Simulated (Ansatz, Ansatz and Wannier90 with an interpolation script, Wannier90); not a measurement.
**InAs (F-43m): what limits a Wannier interpolation of GW**

Wanted: errors and cost of interpolated bands of InAs (F-43m) under coarser or faulty settings.

Method: maximally localised Wannier functions from the overlaps of r2SCAN states (plane waves, PAW), in Wannier90 4.0.3.

The database entry behind the starting cell differs from later determinations by our own check (about 0.4 % short), so it need not match the best structure at ambient conditions.

### Step 1. Starting point

It takes space group F-43m (No. 216, cubic). Conventional cell: a = 6.036 Å, b = 6.036 Å, c = 6.036 Å, α = 90.00°, β = 90.00°, γ = 90.00°. Nearest to In lie 4 As at 2.61 Å. Nearest to As lie 4 In at 2.61 Å. Farther neighbours are not listed.

Coordinates:

```cif
data_structure
_symmetry_space_group_name_H-M 'P 1'
_symmetry_Int_Tables_number 1
_cell_length_a 4.2681
_cell_length_b 4.2681
_cell_length_c 4.2681
_cell_angle_alpha 60.000
_cell_angle_beta 60.000
_cell_angle_gamma 60.000
_cell_volume 54.98
loop_
_atom_site_label
_atom_site_type_symbol
_atom_site_fract_x
_atom_site_fract_y
_atom_site_fract_z
_atom_site_occupancy
In1 In 0.00000 0.00000 0.00000 1
As2 As 0.75000 0.75000 0.75000 1
```

The cell and positions come from the Crystallography Open Database and are kept as given unless a step says otherwise.

### Step 2. Wannier model on 12×12×12, by Wannier90

Localised functions give a small Hamiltonian that interpolates between mesh points at no cost.

w.win reads:

```
num_iter = 1200
conv_tol = 1.0e-8
conv_window = 5
dis_num_iter = 4000
dis_conv_tol = 1.0e-8
dis_mix_ratio = 0.7
write_hr = true
use_ws_distance = false
num_print_cycles = 50
! ansatz wannier90 interface
! projections by site (counted from 0) and shell: 1 4P, 0 5S, 0 5P
! states of the run's bands (counted from 1): 1-22
num_bands = 22
num_wann  = 7
dis_win_min = 1.59
dis_win_max = 18.77
dis_froz_min = 1.59
dis_froz_max = 10.97
guiding_centres = true

begin unit_cell_cart
Ang
                      0.0                    3.018                    3.018
                    3.018                      0.0                    3.018
                    3.018                    3.018                      0.0
end unit_cell_cart

begin atoms_frac
In                       0.0                      0.0                      0.0
As                      0.75                     0.75                     0.75
end atoms_frac

mp_grid = 12 12 12

[... the mesh's points ...]
```

Launch:

```
$ OMP_NUM_THREADS=1 mpirun -n 8 wannier90.x w > wannier90.x.log
```

Numbers of over 12 decimals in the logs are rounded to 6 here.

What it wrote:

```text
TEM
                                    ------

                              Lattice Vectors (Ang)
                    a_1     0.000000   3.018000   3.018000
                    a_2     3.018000   0.000000   3.018000
                    a_3     3.018000   3.018000   0.000000

                   Unit Cell Volume:      54.97784  (Ang^3)

                        Reciprocal-Space Vectors (Ang^-1)
                    b_1    -1.040952   1.040952   1.040952
                    b_2     1.040952  -1.040952   1.040952
                    b_3     1.040952   1.040952  -1.040952

 *----------------------------------------------------------------------------*
 |   Site       Fractional Coordinate          Cartesian Coordinate (Ang)     |
 +----------------------------------------------------------------------------+
 | in   1   0.00000   0.00000   0.00000   |    0.00000   0.00000   0.00000    |
 | as   1   0.75000   0.75000   0.75000   |    4.52700   4.52700   4.52700    |
 *----------------------------------------------------------------------------*
                                ------------
                                K-POINT GRID
                                ------------

             Grid size = 12 x 12 x 12      Total points = 1728

 *---------------------------------- MAIN ------------------------------------*
 |  Number of Wannier Functions               :                 7             |
 |  Number of Objective Wannier Functions     :                 7             |
 |  Number of input Bloch states              :                22             |
 |  Output verbosity (1=low, 5=high)          :                 1             |
 |  Timing Level (1=low, 5=high)              :                 1             |
 |  Optimisation (0=memory, 3=speed)          :                 3             |
 |  Length Unit                               :               Ang             |
 |  Post-processing setup (write *.nnkp)      :                 F             |
 |  Using Gamma-only branch of algorithms     :                 F             |
 *----------------------------------------------------------------------------*
 *------------------------------- WANNIERISE ---------------------------------*
 |  Total number of iterations                :              1200             |
 |  Number of CG steps before reset           :                 5             |
 |  Trial step length for line search         :             2.000             |
 |  Convergence tolerence                     :         0.100E-07             |
 |  Convergence window                        :                 5             |
 |  Iterations between writing output         :                50             |
 |  Iterations between backing up to disk     :               100             |
 |  Write r^2_nm to file                      :                 F             |
[...]
+--------------------------------------------------------------------+<-- CONV

 ------------------------------------------------------------------------------
 Initial State
  WF centre and spread    1  (  4.527000,  4.527000,  4.527000 )     3.06423986
  WF centre and spread    2  (  4.527000,  4.527000,  4.527000 )     3.06423986
  WF centre and spread    3  (  4.527000,  4.527000,  4.527000 )     3.06423986
[...]
Sum of centres and spreads ( 13.581000, 13.581000, 13.581000 )    28.49428071

      0     0.285E+02     0.0000000000       28.4942807098       1.92  <-- CONV
        O_D=      0.3178036 O_OD=      6.5358843 O_TOT=     28.4942807 <-- SPRD
 ------------------------------------------------------------------------------
 Cycle:      1
[...]
Sum of centres and spreads ( 13.581000, 13.581000, 13.581000 )    28.04785022

      1    -0.446E+00     0.2596505376       28.0478502170       1.94  <-- CONV
        O_D=      0.2841358 O_OD=      6.1231216 O_TOT=     28.0478502 <-- SPRD
 Delta: O_D= -0.3366779E-01 O_OD= -0.4127627E+00 O_TOT= -0.4464305E+00 <-- DLTA
 ------------------------------------------------------------------------------
 Cycle:     50
[...]
Sum of centres and spreads ( 13.581000, 13.581000, 13.581000 )    27.52476120

     50    -0.260E-06     0.0003236317       27.5247611955       2.76  <-- CONV
        O_D=      0.3025758 O_OD=      5.5815926 O_TOT=     27.5247612 <-- SPRD
 Delta: O_D= -0.7168357E-06 O_OD=  0.4567936E-06 O_TOT= -0.2600421E-06 <-- DLTA
 ------------------------------------------------------------------------------

             <<<     Delta < 1.000E-08  over  5 iterations     >>>
             <<< Wannierisation convergence criteria satisfied >>>

 Final State
[...]
WF centre and spread    6  (  0.000000,  0.000000, -0.000000 )     5.11682759
  WF centre and spread    7  (  0.000000, -0.000000,  0.000000 )     5.11682759
  Sum of centres and spreads ( 13.581000, 13.581000, 13.581000 )    27.52476056

         Spreads (Ang^2)       Omega I      =    21.640592742
        ================       Omega D      =     0.302557504
                               Omega OD     =     5.581610318
    Final Spread (Ang^2)       Omega Total  =    27.524760563
 ------------------------------------------------------------------------------

 Writing checkpoint file w.chk... done

 *---------------------------------------------------------------------------*
 |                               PLOTTING                                    |
 *---------------------------------------------------------------------------*

 *===========================================================================*
 |                             TIMING INFORMATION                            |
 *===========================================================================*
 |    Tag                                                Ncalls      Time (s)|
 |---------------------------------------------------------------------------|
 |kmesh: get                                        :         1         0.388|
 |overlap: read                                     :         1         3.628|
 |dis: main                                         :         1         1.958|
 |wann: main                                        :         1         1.183|
 |plot: main                                        :         1         0.136|
 *---------------------------------------------------------------------------*
 All done: wannier90 exiting
```

Elapsed: 9.1 s, on 8 MPI ranks of Arm Neoverse V2, shared host; 71 s of CPU time.

This step gave:

* gauge-invariant spread: 21.64 Å²
* diagonal spread: 0.3026 Å²
* off-diagonal spread: 5.582 Å²
* total spread: 27.52 Å²
* disentanglement steps: 224
* r.m.s. interpolation error: 0.003063 eV
* r.m.s. error near the gap: 0.004223 eV

Near the gap the model misses directly solved bands by 4.2 meV r.m.s. and by 38 meV at most in the window tested. This tests the starting bands, not the corrections carried with them.

### Step 3. Wannier model on 12×12×12, by the program's own minimiser

This step: maximally localised Wannier functions, r2SCAN, plane waves, PAW.

input.yaml reads:

```yaml
crystal:
  lattice:
    - [0.0, 3.018, 3.018]
    - [3.018, 0.0, 3.018]
    - [3.018, 3.018, 0.0]
  atoms:
    - { symbol: In, position: [0.0, 0.0, 0.0] }
    - { symbol: As, position: [0.75, 0.75, 0.75] }
kpoints:
  mp_grid: { grid: [6, 6, 6] }
hamiltonian:
  xc: r2scan
scf:
  occupations: { method: fixed }
  n_extra_bands: 30
output:
  wannier:
    kmesh: [12, 12, 12]
    projections:
      - { species: As, l: p, shell: 4 }
      - { species: In, l: s, shell: 5 }
      - { species: In, l: p, shell: 5 }
    minimise: true
    write_hr: true
    seedname: w
    conv_tol: 1.0e-06
    max_iter: 20000
    stability_check: false
    disentanglement:
      window: [1.59, 18.77]
      frozen_window: [1.59, 10.97]
      conv_tol: 1.0e-08
```

Launch:

```
$ ansatz run input.yaml --threads 12 --pin off --max-ram 22118MiB --backend cpu --events-out ev --progress --plain --runs-dir out
```

What it wrote:

```text
scf.n_extra_bands = 30 over 14 filled bands (N_el = 28.0): the run solves 44 bands
Engine: ansatz 0.2.0, aarch64-unknown-linux-gnu
Pseudopotentials: kind: paw
Pseudopotential: In, paw, valence charge 13, recommended cutoff 500 eV (meta_gga), In.paw.azcp
Pseudopotential: As, paw, valence charge 15, recommended cutoff 500 eV (meta_gga), As.paw.azcp
Functional definition: r2SCAN
  parameter k0 = 0.174
  parameter k1 = 0.065
  parameter a1 = 4.9479
  exchange = r2scan_x(k0 = k0, k1 = k1, a1 = a1)
  correlation = r2scan_c
Crystal: 2 atoms, lattice volume = 54.978 Å³
Basis set: ecut = 500 eV, 1411 PW (Γ), exchange–correlation on 128×128×128 points (64 copies of the dense FFT grid, shifted against one another)
Bands: 44, of which v1, the nominal top of the filled ones, is band 14 counted from 1 (13 counted from 0)
Symmetry: 24 space group operations
Space group: F-43m (ITA 216), of the structure as read, at distance tolerance 3.8e-5 Å
k-points: 16 of 216 (time reversal used)
Non-local potential: In, projectors of the file, l = 0: 2, l = 1: 2, l = 2: 2, l = 3: 2
Non-local potential: As, projectors of the file, l = 0: 2, l = 1: 2, l = 2: 3, l = 3: 1
PAW form: soft (Blöchl's): semilocal exchange-correlation on the pseudo side does not see the compensation charge
PAW frozen core: In, regenerated for the run's functional (the file was generated under x = pbe(κ = 0.804, μ = 0.219515), c = pbe(β = 0.066725))
PAW frozen core: As, regenerated for the run's functional (the file was generated under x = pbe(κ = 0.804, μ = 0.219515), c = pbe(β = 0.066725))
PAW one-centre angular grid: In, 590 points (default); XC on 289 of its mesh's 2783 points in the sphere
[...]
NSCF: frozen V_eff on 75 k-points
the Wannier pass solved 75 of the 1728 points of its mesh, and has the states at the others by symmetry: states obtained by the crystal's operations at points that were solved too leave a residual of 4.49e-13 eV (read by the count's bands and the next), within 5.56e-6 eV
SCF converged after 6 iterations
Free energy (F): -10477.149291 eV
Harris-Foulkes:  -10477.149291 eV  (|F-HF|=1.40e-9)
Internal energy: -10477.149291 eV  (E = F + TS)
E sigma→0 (E₀):  -10477.149291 eV
Fermi energy:    7.694943 eV
--- Per-component energies (eV) ---
  E_band       = -328.488428
  E_kinetic    = 347.112616
  E_local      = -3271.384744  (includes V_loc(G=0)·N_el)
  E_nonlocal   = -301.949041
  E_hartree    = 1585.760243
  E_xc         = -275.192970
  E_vxc        = -191.107241  (∫ρ·V_xc dr)
  E_paw        = -6033.204117  (= ΣΔE_a)
  E_vpaw       = -94.438288  (= ΣTr[D̂ρ^β])
  E_aug_tail   = 0.000002  (compensation charges beyond the density's cutoff)
  E_vtau       = 11.759110  (kinetic-family band-sum trace: ∫τ·v_τ [+ j·A + Jᵃ·Aᵃ] dr)
  E_ewald      = -2527.799418
  E_core_change = -0.491862  (= ΣΔE_core)
  E_smearing   = -0.000000  (= −TS)
  E_closure    = -0.000000  (closes the sum)
  Σ components = -10477.149291   (vs F -10477.149291, Δ=0.00e0)
--- Band table (eV; the first three rows and the last of 16) ---
  k-point 0: bands = [... 10 lower, -4.6364, 7.6949, 7.6949, 7.6949, 7.9734, 11.9747, 11.9747, 11.9747, ... 26 higher]
  k-point 1: bands = [... 10 lower, -4.3361, 5.2487, 7.3732, 7.3732, 9.3183, 12.4134, 12.4348, 12.4348, ... 26 higher]
  k-point 2: bands = [... 10 lower, -3.5912, 2.8795, 6.8763, 6.8763, 9.1897, 12.7998, 12.7998, 14.3221, ... 26 higher]
  k-point 15: bands = [... 10 lower, -2.4630, 1.8497, 4.7874, 4.8561, 11.0985, 11.4920, 14.6574, 15.1920, ... 26 higher]
Wannier search: line search 1 of at most 20000: gauge-dependent spread (as the search counts it) 6.4071250 Å², largest recent change 4.5e-1 Å² against conv_tol 1.0e-6 Å², 0 stops escaped
```

Elapsed: 9.9 s, on 12 threads; peak memory 2.3 GiB.

The column dr2 measures how far the density is from self-consistency, as an energy; F and HF (Harris–Foulkes) agree once it is small.

This step gave:

| Quantity | Value |
| --- | --- |
| gauge-invariant spread | 21.64 Å² |
| diagonal spread | 0.3027 Å² |
| off-diagonal spread | 5.581 Å² |
| total spread | 27.52 Å² |
| least projectability | 0.2874 |
| localisation steps | 46 |
| disentanglement steps | 205 |
| r.m.s. interpolation error | 0.003066 eV |
| r.m.s. error near the gap | 0.004227 eV |

Near the gap the model misses directly solved bands by 4.2 meV r.m.s. and by 38 meV at most in the window tested. This tests the starting bands, not the corrections carried with them.

Frozen up to 3.28 eV; above it the model need not follow the bands. Electronic bands along the path, in eV, zero at the valence-band top; v1 is the highest filled band, c1 the lowest empty one:

```
    point     v3     v2     v1    c1    c2     c3     c4
        Γ   0.00   0.00   0.00  0.28  4.28   4.28   4.28
  halfway  -3.68  -1.47  -1.47  2.58  3.16   6.75   6.75
        X  -5.96  -2.41  -2.41  1.82  2.36  10.00  10.00
  halfway  -5.92  -2.83  -2.31  2.10  3.03   9.20   9.30
        U  -5.81  -3.38  -2.02  2.42  4.77   7.99   8.16
jump to K  -5.81  -3.38  -2.02  2.42  4.77   7.99   8.16
  halfway  -4.10  -2.08  -0.60  2.75  5.00   5.22   5.68
        Γ   0.00   0.00   0.00  0.28  4.28   4.28   4.28
  halfway  -3.71  -0.59  -0.59  1.63  5.05   5.05   5.73
        L  -5.91  -1.02  -1.02  1.34  5.05   5.05   7.52
  halfway  -5.74  -2.80  -1.70  3.19  4.48   6.25   7.70
        W  -5.80  -3.06  -2.96  4.59  4.63   5.51   8.77
  halfway  -5.89  -2.75  -2.71  2.78  3.30   7.91   9.57
        X  -5.96  -2.41  -2.41  1.82  2.36  10.00  10.00
```

The same for Kohn-Sham, solved directly:

```
point     v3     v2     v1    c1    c2    c3     c4
    Γ   0.00   0.00   0.00  0.28  4.28  4.28   4.28
    X  -5.96  -2.41  -2.41  1.82  2.36  9.88  10.00
    U  -5.81  -3.38  -2.02  2.42  4.65  7.89   7.95
    K  -5.81  -3.38  -2.02  2.42  4.65  7.89   7.95
    Γ   0.00   0.00   0.00  0.28  4.28  4.28   4.28
    L  -5.91  -1.02  -1.02  1.34  5.05  5.05   7.30
    W  -5.80  -3.06  -2.96  4.59  4.63  5.51   6.51
    X  -5.96  -2.41  -2.41  1.82  2.36  9.88  10.00
```

The first set of electronic bands as a text plot (rows in eV, shown from -6.0 to 4.3 only):

```
    4.1 |++                           ++                    +
    3.6 |  +            +                              ++   ++
    3.2 |   +++++      +                              +      +
    2.8 |    +++ +++       ++++++                    +        +
    2.4 |   +   +   +++ +++      +                  +         +++
    1.9 |        +++++++          ++               +           ++
    1.5 |  +                        +     +++++++++
    1.1 | +                          +   +
    0.7 |                               +
    0.2 |+                            ++
   -0.2 |***                     **********
   -0.6 | * *                   *   **  *  ***
   -1.1 |    **              ***  **          ******
   -1.5 |  *   *            *    *  *    *         ***
   -1.9 |       **       ***    *                   * **
   -2.3 |   *     *******                 *          *  *      **
   -2.8 |    **        *       *  **       *          *  ******
   -3.2 |               *** ***  *                     *****
   -3.6 |      *           *                *
   -4.0 |                       *
   -4.5 |       *                            *
   -4.9 |        *             *              *
   -5.3 |         **        ***                *
   -5.7 |           ********                    *****************
         Γ           X  U|K            Γ         L        W     X
```

(Part 1 of 3 ends here.)

[Paths, hosts, dates, memory and timing lines, banners, echoed tables and standing remarks are left out of the program output.]

[Logs are printed without paths, hosts, clocks, repeated set-up lines and the standing remarks that a program may print on its own settings, such as how far it seeks lower states.]

[Runs of the session that timed out or met a known fault of the program may be left out.]

[Hosts, paths, dates, database ids (printed as entryN), source tags and the programs' standing remarks are cut or masked in the printed files.]
